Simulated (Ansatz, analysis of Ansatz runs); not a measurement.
# Can an added hole hop between Br atoms in BiBr3 (C2/m)?, part 2 of 3

Question: does an added hole stay on the Br atom where it is started in BiBr3 (C2/m), and if so, how high is the barrier for a hop to another Br site nearby? Model: a cell of 64 host atoms.

Ansatz 0.2.0; plane-wave PAW DFT, PBEsol+U; relaxation of all atoms of a supercell at fixed charge in a uniform background; PAW set soft_1.

So far. Step 2 (The cell without the carrier): The largest displacement from an ideal site is 0.079 Å.

## (3) The hole on the first site

The nearest neighbour or neighbours of the site start displaced and the site's starting moment is changed by the carrier's spin, since a carrier doesn't trap itself in the undistorted lattice.

Input file A.relax/input.yaml:

```yaml
crystal:
  lattice:
    - [7.22556468, -12.49088468, 0.07154981]
    - [7.22556468, 12.49088468, 0.07154981]
    - [-4.75998536, 0.0, 13.25448105]
  atoms:
    - { symbol: Bi, position: [0.416652, 0.083475, -0.000171] }
    - { symbol: Bi, position: [0.083834, 0.417206, 0.00013] }
    - { symbol: Br, position: [0.210779, 0.03709, 0.378475] }
    - { symbol: Br, position: [0.463449, 0.289466, 0.120386] }
    - { symbol: Br, position: [0.036877, 0.211155, 0.378951] }
    - { symbol: Br, position: [0.289598, 0.463365, 0.120603] }
    - { symbol: Br, position: [0.386777, 0.386302, 0.377733], spin: 1.0 }
    - { symbol: Br, position: [0.112849, 0.11335, 0.121322] }
    - { symbol: Bi, position: [0.416203, 0.083043, 0.49915] }
    - { symbol: Bi, position: [0.083284, 0.416894, 0.499613] }
    - { symbol: Br, position: [0.211242, 0.037379, 0.878938] }
    - { symbol: Br, position: [0.462857, 0.288761, 0.620184] }
    - { symbol: Br, position: [0.036853, 0.211469, 0.879118] }
    - { symbol: Br, position: [0.288902, 0.463017, 0.620098] }
    - { symbol: Br, position: [0.386889, 0.386723, 0.877398] }
    - { symbol: Br, position: [0.11264, 0.113205, 0.621042] }
    - { symbol: Bi, position: [0.417162, 0.583124, -0.000467] }
    - { symbol: Bi, position: [0.082932, 0.917071, -0.000594] }
    - { symbol: Br, position: [0.211084, 0.537226, 0.379074] }
    - { symbol: Br, position: [0.462961, 0.788669, 0.120212] }
    - { symbol: Br, position: [0.036391, 0.711064, 0.378577] }
    - { symbol: Br, position: [0.288625, 0.963422, 0.120308] }
    - { symbol: Br, position: [0.385695, 0.886077, 0.377853] }
    - { symbol: Br, position: [0.113754, 0.614034, 0.121327] }
    - { symbol: Bi, position: [0.418497, 0.593473, 0.505797] }
    - { symbol: Bi, position: [0.082509, 0.916736, 0.498881] }
    - { symbol: Br, position: [0.211417, 0.537037, 0.879203] }
    - { symbol: Br, position: [0.462761, 0.788433, 0.620067] }
    - { symbol: Br, position: [0.037234, 0.711479, 0.87885] }
    - { symbol: Br, position: [0.288111, 0.962819, 0.619544] }
    - { symbol: Br, position: [0.385913, 0.886606, 0.87809] }
    - { symbol: Br, position: [0.113587, 0.613557, 0.621376] }
    - { symbol: Bi, position: [0.916217, 0.083388, -0.000443] }
    - { symbol: Bi, position: [0.583561, 0.416769, -0.000665] }
    - { symbol: Br, position: [0.710386, 0.036886, 0.378705] }
    - { symbol: Br, position: [0.962871, 0.289089, 0.120409] }
    - { symbol: Br, position: [0.537042, 0.211133, 0.378746] }
    - { symbol: Br, position: [0.788974, 0.463101, 0.119998] }
    - { symbol: Br, position: [0.88681, 0.386978, 0.377688] }
    - { symbol: Br, position: [0.612932, 0.113224, 0.121792] }
    - { symbol: Bi, position: [0.916159, 0.083231, 0.499338] }
    - { symbol: Bi, position: [0.593746, 0.418316, 0.506024] }
    - { symbol: Br, position: [0.710776, 0.037362, 0.879064] }
    - { symbol: Br, position: [0.962954, 0.288911, 0.620284] }
    - { symbol: Br, position: [0.537019, 0.211033, 0.87888] }
    - { symbol: Br, position: [0.789109, 0.463294, 0.620515] }
    - { symbol: Br, position: [0.887485, 0.386961, 0.877865] }
    - { symbol: Br, position: [0.61239, 0.112876, 0.621464] }
    - { symbol: Bi, position: [0.917091, 0.58346, -0.000665] }
    - { symbol: Bi, position: [0.582675, 0.916692, -0.000418] }
    - { symbol: Br, position: [0.711206, 0.536979, 0.379037] }
    - { symbol: Br, position: [0.962796, 0.788861, 0.119822] }
    - { symbol: Br, position: [0.537102, 0.711303, 0.378905] }
    - { symbol: Br, position: [0.788393, 0.962954, 0.120094] }
    - { symbol: Br, position: [0.885953, 0.886745, 0.377197] }
    - { symbol: Br, position: [0.613982, 0.613597, 0.121097] }
    - { symbol: Bi, position: [0.916894, 0.583423, 0.499695] }
    - { symbol: Bi, position: [0.582664, 0.916604, 0.499397] }
    - { symbol: Br, position: [0.711242, 0.536882, 0.878542] }
    - { symbol: Br, position: [0.962689, 0.789125, 0.619848] }
    - { symbol: Br, position: [0.536981, 0.711378, 0.878895] }
    - { symbol: Br, position: [0.788422, 0.963337, 0.62026] }
    - { symbol: Br, position: [0.886196, 0.886743, 0.8778] }
    - { symbol: Br, position: [0.613469, 0.613446, 0.621088] }
total_charge: 1
basis:
  ecutwfc: 420
  xc_grid: 2
hamiltonian:
  xc: pbesol
  hubbard:
    sites: [{ species: Br, l: p, u_eff: 8.0 }]
    projectors: ortho-atomic
  pseudopotentials: { kind: paw, azcp: { folder: soft_1 }, xc_functional: pbe }
kpoints:
  mp_grid: { grid: [1, 1, 1] }
magnetization:
  spin_polarized: true
  initial_magnetization: 1
  spin_locking: { lock_magnetization: hard }
scf:
  occupations: { method: fermi_dirac, width: 0.01 }
  max_iter: 120
  lower_state_search: "off"
output:
  forces: true
relax:
  f_tol: 0.015
  max_steps: 70
  escape_saddle: false
checkpoint:
  write: "../A.relax.run"
  compress: false
  write_wavefunctions: true
  write_every: 100000
```

Launch:

```bash
ansatz run input.yaml --threads 8 --pin off --max-ram 17899MiB --backend cpu --events-out ev --progress --plain --runs-dir out
```

Numbers of over 12 decimals in the logs are rounded to 6 here.

Output:

```text
[...]
Crystal: 64 atoms, lattice volume = 2401.040 Å³
Basis set: ecut = 420 eV, 46943 PW (Γ), exchange–correlation on 200×200×192 points (8 copies of the dense FFT grid, shifted against one another)
Bands: 352, of which v1, the nominal top of the filled ones, is band 288 counted from 1 (287 counted from 0)
Symmetry: 1 space group operations
[...]
k-points: 1
[...]
Starting moments: Σ|m| = 1 μB on 1 of 64 sites
[...]
SCF iter   1: F=—  HF=-327207.785192 eV  |F-HF|=—  |Δ(HF+E_count)|=         —  Δρ=1.29e-2 (↑1.23e-2 ↓1.29e-2)  dr2=2.73e1  dr2_m=1.04e-1  M=1.000 μB ∫|m|=1.255 μB  β_m=0.30  ethr=3.10e-3  ⟨swp⟩=6.0  Hψ=2820  notcnv=0  defer=30
[...]
spin=Collinear: Resta preconditioning applied to the charge; magnetization (m = ρ↑ − ρ↓) channel mixes plain (no charge-response kernel on spin).
SCF iter   2: F=—  HF=-327209.645783 eV  |F-HF|=—  |Δ(HF+E_count)|=    1.86e0  Δρ=9.29e-3 (↑8.67e-3 ↓9.29e-3)  dr2=1.35e1  dr2_m=6.68e-2  M=1.000 μB ∫|m|=1.182 μB  β_m=0.64  ethr=3.10e-3  ⟨swp⟩=2.0  Hψ=815  notcnv=0  defer=86
[...]
SCF iter  12: F=-327212.099708 eV  HF=-327212.099707 eV  |F-HF|=5.90e-7  |Δ(HF+E_count)|=   1.08e-5  Δρ=2.51e-6 (↑5.40e-7 ↓2.51e-6)  dr2=1.60e-7  dr2_m=3.90e-8  M=1.000 μB ∫|m|=1.083 μB  ethr=3.82e-11  ⟨swp⟩=1.0  Hψ=2342  notcnv=0
SCF 1 converged in 12 iterations: F = -327212.099708 eV  dr2 = 1.60e-7
[...]
relax step   1: F+E_penalty+E_count = -327212.09970752 eV  Δ(F+E_penalty+E_count) = +0.000e0 eV  max|allowed force component| = 1.267e0 eV/Å  Δτ_max = 0.0000 Å  (12 SCF iters, dr2 threshold 5.63e-6 eV, accepted)
[...]
relax step   2: F+E_penalty+E_count = -327212.50463404 eV  Δ(F+E_penalty+E_count) = -4.049e-1 eV  max|allowed force component| = 5.684e-1 eV/Å  Δτ_max = 0.1923 Å  (5 SCF iters, dr2 threshold 1.00e-4 eV, accepted)
relax step   3: F+E_penalty+E_count = -327212.62878279 eV  Δ(F+E_penalty+E_count) = -1.241e-1 eV  max|allowed force component| = 2.332e-1 eV/Å  Δτ_max = 0.1936 Å  (7 SCF iters, dr2 threshold 2.02e-5 eV, accepted)
relax step   4: F+E_penalty+E_count = -327212.66554050 eV  Δ(F+E_penalty+E_count) = -3.676e-2 eV  max|allowed force component| = 8.097e-2 eV/Å  Δτ_max = 0.1694 Å  (6 SCF iters, dr2 threshold 9.15e-6 eV, accepted)
relax step   5: F+E_penalty+E_count = -327212.67107394 eV  Δ(F+E_penalty+E_count) = -5.533e-3 eV  max|allowed force component| = 2.713e-2 eV/Å  Δτ_max = 0.0635 Å  (10 SCF iters, dr2 threshold 7.91e-7 eV, accepted)
relax step   6: F+E_penalty+E_count = -327212.67245789 eV  Δ(F+E_penalty+E_count) = -1.384e-3 eV  max|allowed force component| = 1.258e-2 eV/Å  Δτ_max = 0.0130 Å  (10 SCF iters, accepted)
SCF iter   1: F=—  HF=-327212.672360 eV  |F-HF|=—  |Δ(HF+E_count)|=         —  Δρ=3.50e-4 (↑2.51e-4 ↓3.50e-4)  dr2=4.80e-3  dr2_m=3.56e-4  M=1.000 μB ∫|m|=1.069 μB  β_m=0.30  ethr=8.56e-6  ⟨swp⟩=6.0  Hψ=1807  notcnv=0  defer=117
[...]
SCF iter  10: F=-327212.673517 eV  HF=-327212.673517 eV  |F-HF|=8.79e-9  |Δ(HF+E_count)|=   2.38e-6  Δρ=3.67e-7 (↑3.42e-7 ↓3.67e-7)  dr2=2.38e-8  dr2_m=1.48e-10  M=1.000 μB ∫|m|=1.069 μB  ethr=1.31e-11  ⟨swp⟩=2.0  Hψ=2893  notcnv=0
SCF 7 converged in 10 iterations: F = -327212.673517 eV  dr2 = 2.38e-8
relax step   7: F+E_penalty+E_count = -327212.67351722 eV  Δ(F+E_penalty+E_count) = -1.059e-3 eV  max|allowed force component| = 1.365e-2 eV/Å  Δτ_max = 0.0179 Å  (10 SCF iters, accepted)
NSCF: frozen V_eff on 1 k-points
[...]
SCF converged after 10 iterations
Stability checked in part: among states of this total moment the steps that led to this state did not find it unstable. No probe was made; neither looks for a lower state of another moment (fixed_total_moment; see scf.lower_state_search)
Magnetization: 1.0000 μB (288.0000 up, 287.0000 down)
Absolute magnetization: 1.0555 μB (∫|ρ↑−ρ↓|, with the PAW one-centre terms)
[...]
Per-site moments (μB) at R_I (Å): [(4.8332984509679724e-5, 1.169652), (4.811902049717887e-5, 1.169529), (0.000968671, 1.174799), [... 61 left out ...]
Free energy (F): -327212.673517 eV
[...]
Internal energy: -327212.673517 eV  (E = F + TS)
E sigma→0 (E₀):  -327212.673517 eV
Fermi energy:    1.532065 (↑ 1.530288, ↓ 1.534825) eV
[...]
--- Forces (eV/Å), atoms counted from 1 ---
  atom   1  Bi    -0.00013132    -0.00141538    -0.00064810
  atom   2  Bi    -0.00049360     0.00149567    -0.00053183
  [... 1 atom left out ...]
  atom   4  Br    -0.00162774     0.00280582     0.00186396
  [... 1 atom left out ...]
  atom   6  Br    -0.00147259    -0.00260102     0.00184924
  atom   7  Br    -0.00147694    -0.00007316     0.00070762
  atom   8  Br     0.00150885     0.00017839     0.00193562
  [... 8 atoms left out ...]
  atom  17  Bi     0.00157975    -0.00061011    -0.00215379
  [... 1 atom left out ...]
  atom  19  Br     0.00423898    -0.00056379     0.00090559
  [... 5 atoms left out ...]
  atom  25  Bi    -0.01358010    -0.00153026    -0.01143073
  [... 27 atoms left out ...]
  atom  53  Br     0.00077733    -0.00248297    -0.00185968
  [... 2 atoms left out ...]
  atom  56  Br    -0.00020359    -0.00010104     0.00006189
  [... 8 atoms left out ...]
  max |Σ_I F_I| component: 2.98e-5 eV/Å
--- Band table (eV) ---
[...]
Occupation matrices written to <dir>
--- Relaxed structure (7 steps of the walk, 7 accepted, 0 SCFs on fresh bases) ---
  F+E_penalty+E_count = -327212.67351722 eV   max|allowed force component| = 1.365e-2 eV/Å
  atoms:
    - { symbol: Bi, position: [0.414699, 0.082333, -0.000686] }
    - { symbol: Bi, position: [0.082475, 0.415222, -0.000615] }
    [... 1 atom left out ...]
    - { symbol: Br, position: [0.462380, 0.289472, 0.121476] }
    [... 1 atom left out ...]
    - { symbol: Br, position: [0.289413, 0.462311, 0.121458] }
    - { symbol: Br, position: [0.346458, 0.346324, 0.342397] }
    - { symbol: Br, position: [0.109459, 0.109950, 0.118350] }
    [... 8 atoms left out ...]
    - { symbol: Bi, position: [0.416770, 0.583015, -0.000177] }
    [... 1 atom left out ...]
    - { symbol: Br, position: [0.217478, 0.546461, 0.385899] }
    [... 5 atoms left out ...]
    - { symbol: Bi, position: [0.421492, 0.599413, 0.513123] }
    [... 27 atoms left out ...]
    - { symbol: Br, position: [0.536969, 0.709937, 0.382304] }
    [... 2 atoms left out ...]
    - { symbol: Br, position: [0.613127, 0.613004, 0.122228] }
    [... 8 atoms left out ...]
```

The job ended after 3.1 min (8 threads of Arm Neoverse V2, shared host; peak memory 4.7 GiB; 24 min of CPU time).

Relaxation path:

```csv
step,energy less that of the first step (eV),largest force component (eV/Å)
1,0.0000,1.2669
2,-0.4049,0.5684
3,-0.5291,0.2332
4,-0.5658,0.0810
5,-0.5714,0.0271
6,-0.5727,0.0126
7,-0.5738,0.0137
```

The atoms that moved most (Å):

```csv
atom,dx,dy,dz,length
Br7,-0.412,0.004,-0.474,0.628
Bi58,0.112,0.011,-0.067,0.131
Br37,0.077,-0.039,0.098,0.131
Bi57,0.109,-0.011,-0.071,0.130
Br19,0.080,0.035,0.092,0.127
Bi25,0.030,0.037,0.098,0.109
Bi42,0.028,-0.035,0.098,0.108
Br28,-0.011,0.022,0.075,0.079
```

The moves above count from the input, in which the site's nearest neighbours were already displaced; the distances below compare with the cell without the carrier.

Distances from Br7 without and with the hole:

```csv
atom,without (Å),with (Å)
Bi42,2.85,3.55
Bi25,2.85,3.55
Br8,4.39,3.82
Br64,3.89,4.55
```

The largest changes of the moments are 0.89 μB on Br7, 0.00 μB on Br4 and 0.00 μB on Br6. The largest part sits on the chosen site.

## (4) The hole on the second site

The same start is made on the second site, to get the end of the hop.

Input file B.relax/input.yaml:

```yaml
crystal:
  lattice:
    - [7.22556468, -12.49088468, 0.07154981]
    - [7.22556468, 12.49088468, 0.07154981]
    - [-4.75998536, 0.0, 13.25448105]
  atoms:
    - { symbol: Bi, position: [0.416652, 0.083475, -0.000171] }
    - { symbol: Bi, position: [0.07299, 0.414689, -0.006286] }
[... 1 atom line left out ...]
    - { symbol: Br, position: [0.463449, 0.289466, 0.120386] }
[... 1 atom line left out ...]
    - { symbol: Br, position: [0.289598, 0.463365, 0.120603], spin: 1.0 }
    - { symbol: Br, position: [0.386777, 0.386302, 0.377733] }
[... 11 atom lines left out ...]
    - { symbol: Br, position: [0.211084, 0.537226, 0.379074] }
[... 5 atom lines left out ...]
    - { symbol: Bi, position: [0.4168, 0.58305, 0.499374] }
[... 27 atom lines left out ...]
    - { symbol: Br, position: [0.537102, 0.711303, 0.378905] }
[... 10 atom lines left out ...]
    - { symbol: Br, position: [0.613469, 0.613446, 0.621088] }
total_charge: 1
basis:
  ecutwfc: 420
  xc_grid: 2
hamiltonian:
  xc: pbesol
  hubbard:
    sites: [{ species: Br, l: p, u_eff: 8.0 }]
    projectors: ortho-atomic
  pseudopotentials: { kind: paw, azcp: { folder: soft_1 }, xc_functional: pbe }
kpoints:
  mp_grid: { grid: [1, 1, 1] }
magnetization:
  spin_polarized: true
  initial_magnetization: 1
  spin_locking: { lock_magnetization: hard }
scf:
  occupations: { method: fermi_dirac, width: 0.01 }
  max_iter: 120
  lower_state_search: "off"
output:
  forces: true
relax:
  f_tol: 0.015
  max_steps: 70
  escape_saddle: false
checkpoint:
  write: "../B.relax.run"
  compress: false
  write_wavefunctions: true
  write_every: 100000
```

Output:

```text
[...]
Crystal: 64 atoms, lattice volume = 2401.040 Å³
Basis set: ecut = 420 eV, 46943 PW (Γ), exchange–correlation on 200×200×192 points (8 copies of the dense FFT grid, shifted against one another)
Bands: 352, of which v1, the nominal top of the filled ones, is band 288 counted from 1 (287 counted from 0)
Symmetry: 1 space group operations
[...]
k-points: 1
[...]
Starting moments: Σ|m| = 1 μB on 1 of 64 sites
[...]
SCF iter   1: F=—  HF=-327207.759438 eV  |F-HF|=—  |Δ(HF+E_count)|=         —  Δρ=1.29e-2 (↑1.23e-2 ↓1.29e-2)  dr2=2.73e1  dr2_m=1.03e-1  M=1.000 μB ∫|m|=1.251 μB  β_m=0.30  ethr=3.10e-3  ⟨swp⟩=6.0  Hψ=2819  notcnv=0  defer=30
[...]
F+E_penalty+E_count = -327212.63875530 eV   max|allowed force component| = 8.333e-3 eV/Å
  atoms:
    - { symbol: Bi, position: [0.415035, 0.086676, 0.000134] }
    - { symbol: Bi, position: [0.064496, 0.411420, -0.017147] }
    [... 1 atom left out ...]
    - { symbol: Br, position: [0.461612, 0.294288, 0.119729] }
    [... 1 atom left out ...]
    - { symbol: Br, position: [0.295183, 0.440190, 0.146595] }
    - { symbol: Br, position: [0.387310, 0.383348, 0.388371] }
    - { symbol: Br, position: [0.113192, 0.118932, 0.119225] }
    [... 8 atoms left out ...]
    - { symbol: Bi, position: [0.423027, 0.590334, -0.015472] }
    [... 1 atom left out ...]
    - { symbol: Br, position: [0.216901, 0.534108, 0.379659] }
    [... 5 atoms left out ...]
    - { symbol: Bi, position: [0.420017, 0.582147, 0.509298] }
    [... 10 atoms left out ...]
    - { symbol: Br, position: [0.955331, 0.290237, 0.111019] }
    [... 16 atoms left out ...]
    - { symbol: Br, position: [0.530748, 0.701437, 0.378523] }
    [... 2 atoms left out ...]
    - { symbol: Br, position: [0.613665, 0.619315, 0.113320] }
    [... 8 atoms left out ...]
[key lines of the parts left out:]
SCF converged after 10 iterations
Magnetization: 1.0000 μB (288.0000 up, 287.0000 down)
Free energy (F): -327212.638755 eV
Fermi energy:    1.541472 (↑ 1.540619, ↓ 1.542554) eV
```

Wall time 3.9 min (8 threads); peak memory 4.7 GiB; 30 min of CPU time.

Distances from Br6 without and with the hole:

```csv
atom,without (Å),with (Å)
Bi17,2.85,3.51
Bi2,2.85,3.51
Br7,4.19,3.81
Br27,3.88,4.47
```

The largest changes of the moments are 0.89 μB on Br6, 0.00 μB on Br19 and 0.00 μB on Br4. The largest part sits on the chosen site.

(Part 2 of 3 ends here.)

[Logs are printed without paths, hosts, clocks, repeated set-up lines and the standing remarks that a program may print on its own settings, such as how far it seeks lower states.]

[Hosts, paths, dates, database ids (printed as entryN), source tags and the programs' standing remarks are cut or masked in the printed files.]
